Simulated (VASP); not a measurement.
# LiCl (Fm-3m) in VASP: further runs, part 2 of 2

VASP 6.6.1.

## 4. Dielectric tensor, PBEsol

This run uses another cell than the first one, of 16.20 Å³/atom, 1.062 times its volume.

The input, INCAR:

```
ALGO = Normal
EDIFF = 1E-8
ENCUT = 600
GGA = PS
ISIF = 2
ISMEAR = 0
LASPH = True
LCHARG = False
LEPSILON = True
LREAL = False
LWAVE = False
NELM = 80
PREC = Accurate
SIGMA = 0.03
```

The input, KPOINTS:

```
k-points
0
Monkhorst-Pack
  16 16 16
```

The input, POSCAR:

```
LiCl                                    
1.0
    0.0000000000      2.5305222624      2.5305222624
    2.5305222624      0.0000000000      2.5305222624
    2.5305222624      2.5305222624      0.0000000000
  Li              Cl            
     1     1
Direct
     0.0000000000000000    0.0000000000000000    0.0000000000000000
     0.5000000000000000    0.5000000000000000    0.5000000000000000
```

Potentials or basis: VASP PAW PBE potentials, release 64 (Li_sv, Cl).

On the command line:

```
$ cat potpaw_PBE.64/Li_sv/POTCAR potpaw_PBE.64/Cl/POTCAR > POTCAR
$ mpirun -np 1 vasp_std > vasp.out
```

OUTCAR:

```text
EDIFF = 1E-8
   ENCUT = 600
   GGA = PS
   ISIF = 2
   ISMEAR = 0
   LASPH = True
   LEPSILON = True
   LREAL = False
   NELM = 80
   PREC = Accurate

 ion  position               nearest neighbor table
   1  0.000  0.000  0.000-   2 2.53   2 2.53   2 2.53   2 2.53   2 2.53   2 2.53
   2  0.500  0.500  0.500-   1 2.53   1 2.53   1 2.53   1 2.53   1 2.53   1 2.53

  LATTYP: Found a face centered cubic cell.
 ALAT       =     5.0610445248

  Lattice vectors:

 A1 = (   0.0000000000,   2.5305222624,   2.5305222624)
 A2 = (   2.5305222624,   0.0000000000,   2.5305222624)
 A3 = (   2.5305222624,   2.5305222624,   0.0000000000)

Analysis of symmetry for initial positions (statically):
=====================================================================
 Subroutine PRICEL returns:
 Original cell was already a primitive cell.

 Routine SETGRP: Setting up the symmetry group for a
 face centered cubic supercell.

 Subroutine GETGRP returns: Found 48 space group operations
 (whereof 48 operations were pure point group operations)
 out of a pool of 48 trial point group operations.

The static configuration has the point symmetry O_h .

Analysis of symmetry for dynamics (positions and initial velocities):
=====================================================================
 Subroutine PRICEL returns:
 Original cell was already a primitive cell.

 Routine SETGRP: Setting up the symmetry group for a
 face centered cubic supercell.

 Subroutine GETGRP returns: Found 48 space group operations
 (whereof 48 operations were pure point group operations)
 out of a pool of 48 trial point group operations.

The dynamic configuration has the point symmetry O_h .

 Subroutine INISYM returns: Found 48 space group operations
 (whereof 48 operations are pure point group operations),
 and found     1 'primitive' translations

----------------------------------------------------------------------------------------

                                     Primitive cell

  volume of cell :      32.4086

  direct lattice vectors                    reciprocal lattice vectors
     0.000000000  2.530522262  2.530522262    -0.197587671  0.197587671  0.197587671
     2.530522262  0.000000000  2.530522262     0.197587671 -0.197587671  0.197587671
     2.530522262  2.530522262  0.000000000     0.197587671  0.197587671 -0.197587671

  length of vectors
     3.578698903  3.578698903  3.578698903     0.342231885  0.342231885  0.342231885

  position of ions in fractional coordinates (direct lattice)
     0.000000000  0.000000000  0.000000000
     0.500000000  0.500000000  0.500000000

  ion indices of the primitive-cell ions
   primitive index   ion index
                 1           1
                 2           2
[... 400 lines left out ...]
 k-point    24 :      -0.4688    0.0937    0.0312
  band No.  band energies     occupation
      1     -41.8990      2.00000
      2     -12.0367      2.00000
      3      -2.1513      2.00000
      4       0.3351      2.00000
      5       0.5056      2.00000
      6       7.7497      0.00000
      7      10.2056      0.00000
      8      10.4421      0.00000
      9      13.8210      0.00000

 [... further k-points ...]

  FORCE on cell =-STRESS in cart. coord.  units (eV):
  Direction    XX          YY          ZZ          XY          YZ          ZX
  --------------------------------------------------------------------------------------
  -------------------------------------------------------------------------------------
  Total       -0.0001124     -0.0001124     -0.0001124      0.0000000      0.0000000      0.0000000
  in kB       -0.0055545     -0.0055545     -0.0055545      0.0000000      0.0000000      0.0000000
  external PRESSURE =      -0.0055545 kB  Pullay stress =       0.0000000 kB

 VOLUME and BASIS-vectors are now :
 -----------------------------------------------------------------------------
  energy-cutoff  :      600.00
  volume of cell :       32.41
      direct lattice vectors                 reciprocal lattice vectors
     0.000000000  2.530522262  2.530522262    -0.197587671  0.197587671  0.197587671
     2.530522262  0.000000000  2.530522262     0.197587671 -0.197587671  0.197587671
     2.530522262  2.530522262  0.000000000     0.197587671  0.197587671 -0.197587671

 POSITION                                       TOTAL-FORCE (eV/Angst)
 -----------------------------------------------------------------------------------
      0.00000      0.00000      0.00000        -0.000000      0.000000     -0.000000
      2.53052      2.53052      2.53052         0.000000     -0.000000      0.000000
 -----------------------------------------------------------------------------------
    total drift:                               -0.000000     -0.000000      0.000000

  FREE ENERGIE OF THE ION-ELECTRON SYSTEM (eV)
  ---------------------------------------------------
  free  energy   TOTEN  =        -7.6394507799 eV

  energy  without entropy=       -7.6394507799  energy(sigma->0) =       -7.63945078

 HEAD OF MICROSCOPIC STATIC DIELECTRIC TENSOR (INDEPENDENT PARTICLE, excluding Hartree and local field effects)
 ------------------------------------------------------
           3.396499    -0.000000     0.000000
           0.000000     3.396499     0.000000
          -0.000000     0.000000     3.396499
 ------------------------------------------------------

 Free energy of the ion-electron system (eV)
  ---------------------------------------------------
  ---------------------------------------------------
  free energy    TOTEN  =        -0.20781483 eV

  energy without entropy =       -0.20781483

------------------------ aborting loop because EDIFF is reached ----------------------------------------

--------------------------------------- Ionic step        2  -------------------------------------------

------------------------ aborting loop because EDIFF is reached ----------------------------------------

--------------------------------------- Ionic step        3  -------------------------------------------

 Free energy of the ion-electron system (eV)
  ---------------------------------------------------
  ---------------------------------------------------
  free energy    TOTEN  =        -0.20781383 eV

  energy without entropy =       -0.20781383

------------------------ aborting loop because EDIFF is reached ----------------------------------------

 PIEZOELECTRIC TENSOR FIELD DIRECTION 3  (e Angst)
 -----------------------------------------------------------------------------
    -0.00049  0.00000 -0.00000           ( -0.00000  0.00000  0.00000)
     0.00000 -0.00049  0.00000           (  0.00000 -0.00000  0.00000)
     0.00000 -0.00000 -0.00009           (  0.00000  0.00000  0.00000)

 PIEZOELECTRIC TENSOR FIELD DIRECTION 3  (C/m^2)
 -----------------------------------------------------------------------------
    -0.00024  0.00000 -0.00000
     0.00000 -0.00024  0.00000
     0.00000 -0.00000 -0.00004

 MACROSCOPIC STATIC DIELECTRIC TENSOR (including local field effects in DFT)
 ------------------------------------------------------
           3.082400    -0.000000    -0.000000
          -0.000000     3.082400     0.000000
           0.000000     0.000000     3.082400
 ------------------------------------------------------

 PIEZOELECTRIC TENSOR (including local field effects)  for field in x, y, z        (e  Angst)
          XX          YY          ZZ          XY          YZ          ZX
  --------------------------------------------------------------------------------
  x     0.00000     0.00000     0.00000     0.00000     0.00000     0.00000
  y     0.00000     0.00000     0.00000     0.00000     0.00000     0.00000
  z     0.00000     0.00000     0.00000     0.00000     0.00000     0.00000

 PIEZOELECTRIC TENSOR (including local field effects)  for field in x, y, z        (C/m^2)
          XX          YY          ZZ          XY          YZ          ZX
  --------------------------------------------------------------------------------
  x     0.00000     0.00000     0.00000     0.00000     0.00000     0.00000
  y     0.00000     0.00000     0.00000     0.00000     0.00000     0.00000
  z     0.00000     0.00000     0.00000     0.00000     0.00000     0.00000

 BORN EFFECTIVE CHARGES (including local field effects) (in |e|, cummulative output)
 ---------------------------------------------------------------------------------
 ion    1
    1     1.17581     0.00000     0.00000
    2     0.00000     1.17581     0.00000
    3     0.00000     0.00000     1.17581
 ion    2
    1    -1.17581     0.00000     0.00000
    2     0.00000    -1.17581     0.00000
    3     0.00000     0.00000    -1.17581
```

Run time: 41 min. Hardware: 1 thread of Intel Xeon Platinum 8488C (Sapphire Rapids), shared host; peak memory 0.94 GiB.

What came out:

```yaml
Electronic_dielectric_tensor_diagonal: 3.08
Born_charges_mean_of_the_diagonal: Li +1.18; Cl -1.18 e
```

Levels at points of the mesh, in eV from the valence-band top:
```tsv
k point	band 1	band 2	band 3	band 4	band 5	band 6	band 7	band 8	band 9
(0.03, 0.03, 0.03)	-42.75	-13.54	-0.04	0.00	0.00	6.41	11.76	11.85	11.85
```

Electronic dielectric tensor:
```
3.08 0.00 0.00
0.00 3.08 0.00
0.00 0.00 3.08
```

Born effective charge tensors (e):
atom 1, Li
```
1.18 0.00 0.00
0.00 1.18 0.00
0.00 0.00 1.18
```
atom 2, Cl
```
-1.18  0.00  0.00
 0.00 -1.18  0.00
 0.00  0.00 -1.18
```

Caveat: the cutoff is under 1.25 times the usual one of these potentials, so pressure, stress and relaxed cells hold a basis-set (Pulay) error; the PAW data sets were made with another functional, which shifts forces and pressure a little.

## 5. Against experiment

Step 2. Against the measured high-frequency dielectric constant of LiCl, 2.75 (a printed reference work, monograph), the calculated 3.19 is off by +15.9 %.

Step 4. Against the measured high-frequency dielectric constant of LiCl, 2.75 (a printed reference work, monograph), the calculated 3.08 is off by +12.1 %.
